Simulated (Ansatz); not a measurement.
Input and command of a calculation in Ansatz (plane waves; scalar-relativistic PAW potentials unless the input names others):

```yaml
crystal:
  lattice:
    - [1.9442555391, 1.1225164588, 8.5556316641]
    - [-1.9442555391, 1.1225164588, 8.5556316641]
    - [0.0, -2.2450329177, 8.5556316641]
  atoms:
    - { symbol: In, position: [0.0011929034, 0.0011929034, 0.0011929034] }
    - { symbol: In, position: [0.1109978602, 0.1109978602, 0.1109978602] }
    - { symbol: Se, position: [0.6173495424, 0.6173495424, 0.6173495424] }
    - { symbol: Se, position: [0.8281596941, 0.8281596941, 0.8281596941] }
basis:
  ecutwfc: 420
kpoints:
  mp_grid: { grid: [12, 12, 12] }
hamiltonian:
  xc: pbesol
scf:
  occupations: { method: gaussian, width: 1.0 }
  max_iter: 50
output:
  forces: true
  eigenvalues: true
  stress: true
```

```bash
ansatz run input.yaml --threads 2 --pin off --max-ram 5120MiB --backend cpu --events-out ev --progress --plain --runs-dir out
```

Abridged log:
```
band count auto-derived: 39 (N_el = 58.0; filled up to band 29; 35 by the electrons, moments and atoms)
Pseudopotentials: kind: paw
Pseudopotential: In, paw, valence charge 13, recommended cutoff 420 eV (normal)
Pseudopotential: Se, paw, valence charge 16, recommended cutoff 420 eV (normal)
Functional definition: PBEsol
Crystal: 4 atoms, lattice volume = 112.034 Å³
Basis set: ecut = 420 eV, 2225 PW (Γ), FFT grids on a1−a3, a2−a3, a3, exchange–correlation on 54×54×120 points (8 copies of the dense FFT grid, shifted against one another)
Bands: 39, of which v1, the nominal top of the filled ones, is band 29 counted from 1 (28 counted from 0)
Symmetry: 6 space group operations
Space group: R3m (ITA 160), of the structure as read, at distance tolerance 4.8e-5 Å
k-points: 189 of 1728 (time reversal used)
Initial density: superposition of atomic densities (neutral atoms: chi_scale 0, normalization atom), corrected by the library's trained network
Initial wavefunctions: pseudopotential atomic-orbital guess
Functional: x = pbesol(κ = 0.804, μ = 0.12345679), c = pbesol(β = 0.046)
SCF iter   1: F=—  HF=-21901.131521 eV  |F-HF|=—  |Δ(HF+E_count)|=         —  Δρ=4.86e-3  dr2=6.81e-2  ethr=1.77e-3  ⟨swp⟩=7.0  Hψ=31574  notcnv=0
SCF iter   2: F=—  HF=-21901.146589 eV  |F-HF|=—  |Δ(HF+E_count)|=   1.51e-2  Δρ=5.19e-3  dr2=1.55e-1  ethr=1.17e-4  ⟨swp⟩=2.1  Hψ=12660  notcnv=0
SCF iter   3: F=—  HF=-21901.116514 eV  |F-HF|=—  |Δ(HF+E_count)|=   3.01e-2  Δρ=9.73e-4  dr2=2.29e-3  ethr=1.17e-4  ⟨swp⟩=2.8  Hψ=12441  notcnv=0
SCF iter   4: F=—  HF=-21901.116348 eV  |F-HF|=—  |Δ(HF+E_count)|=   1.66e-4  Δρ=3.05e-4  dr2=1.97e-4  ethr=3.94e-6  ⟨swp⟩=2.0  Hψ=12739  notcnv=0
SCF iter   5: F=—  HF=-21901.116237 eV  |F-HF|=—  |Δ(HF+E_count)|=   1.11e-4  Δρ=1.98e-4  dr2=7.26e-5  ethr=3.40e-7  ⟨swp⟩=2.0  Hψ=12658  notcnv=0
SCF iter   6: F=—  HF=-21901.116257 eV  |F-HF|=—  |Δ(HF+E_count)|=   2.01e-5  Δρ=7.24e-5  dr2=1.29e-5  ethr=1.25e-7  ⟨swp⟩=2.0  Hψ=12845  notcnv=0
SCF iter   7: F=—  HF=-21901.116257 eV  |F-HF|=—  |Δ(HF+E_count)|=   2.69e-7  Δρ=2.84e-5  dr2=1.76e-6  ethr=2.22e-8  ⟨swp⟩=2.0  Hψ=12664  notcnv=0
SCF iter   8: F=—  HF=-21901.116259 eV  |F-HF|=—  |Δ(HF+E_count)|=   1.87e-6  Δρ=1.05e-5  dr2=2.67e-7  ethr=3.04e-9  ⟨swp⟩=3.0  Hψ=14189  notcnv=0
SCF iter   9: F=-21901.116259 eV  HF=-21901.116259 eV  |F-HF|=2.59e-9  |Δ(HF+E_count)|=   3.37e-7  Δρ=4.58e-6  dr2=4.14e-8  ethr=1.72e-10  ⟨swp⟩=9.2  Hψ=35340  notcnv=0
SCF 1 converged in 9 iterations: F = -21901.116259 eV  dr2 = 4.14e-8
SCF converged after 9 iterations
Free energy (F): -21901.116259 eV
Harris-Foulkes:  -21901.116259 eV  (|F-HF|=2.59e-9)
Internal energy: -21900.941831 eV  (E = F + TS)
E sigma→0 (E₀):  -21901.029045 eV
Entropy (-TS):   -0.174428 eV (-43.607 meV/atom)
Fermi energy:    8.017839 eV
--- Forces (eV/Å), atoms counted from 1 ---
  atom   1  In     0.00000000     0.00000000     0.57375167
  atom   2  In     0.00000000     0.00000000    -0.57007451
  atom   3  Se     0.00000000     0.00000000    -0.37981187
  atom   4  Se     0.00000000     0.00000000     0.37620296
--- Stress (GPa, compression-positive) ---
        4.052722       0.000000       0.000000
        0.000000       4.052722       0.000000
        0.000000       0.000000       0.584111
  P = ⅓ Tr σ = 2.8965 GPa (28.965 kbar)
```

**Question.** Find the fault.

**Answer.** The fault is a smearing of electronvolts (scf.occupations: {"method": "gaussian", "width": 0.03} → {"method": "gaussian", "width": 1.0}, the first being the value of the sound run). Setting it back cures it. The run converged all the same, with an energy at zero smearing 13.32 meV/atom above the reference's, pressure 2.90 GPa, largest force 0.574 eV/Å, gap on the mesh 0.81 eV, so convergence alone doesn't show that an input is right. A reference run from the same start on usual settings converged with pressure 2.76 GPa, largest force 0.585 eV/Å, gap on the mesh 0.80 eV.

Time: 35 s on 2 threads of Intel(R) Xeon(R) Platinum 8259CL CPU @ 2.50GHz (Skylake/Cascade Lake), on a shared host, peak memory 0.86 GiB.